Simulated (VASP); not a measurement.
# V: single point with revPBE

The system is V.

```
CELL_PARAMETERS angstrom
2.63182 0.00000 0.00000
-1.31591 2.27922 0.00000
0.00000 0.00000 4.70481
ATOMIC_POSITIONS crystal
V 0.33333 0.66667 0.25000
V 0.66667 0.33333 0.75000
```

This isn't the form of V at room conditions, which is bcc.

* Program: VASP 6.6.1
* Task: single point
* Functional: revPBE
* Potentials or basis: VASP PAW PBE potentials, release 64 (V_sv)
* Cutoff: 520 eV
* k mesh: 15 × 15 × 8
* Occupations: fermi-dirac, width 0.1 eV
* Spin: no spin polarisation

```
Pressure               : 0.3 GPa
Band gap on the k mesh : none (metal or under the smearing width)
```

Levels at points of the mesh, in eV from the Fermi level:
```tsv
k point	band 9	band 10	band 11	band 12	band 13	band 14	band 15	band 16	band 17	band 18
(0.00, 0.00, 0.00)	-6.82	-3.38	-0.48	-0.17	0.31	0.31	0.64	0.64	1.73	1.73
(0.00, 0.00, 0.50)	-5.05	-5.05	-0.94	-0.94	0.34	0.34	0.34	0.34	2.43	2.43
```

Wall time 49 s on 1 thread of Intel(R) Xeon(R) Platinum 8259CL CPU @ 2.50GHz (Skylake/Cascade Lake) (shared host), peak memory 0.18 GiB.

Caveat: the PAW data sets were made with another functional, which shifts forces and pressure a little.
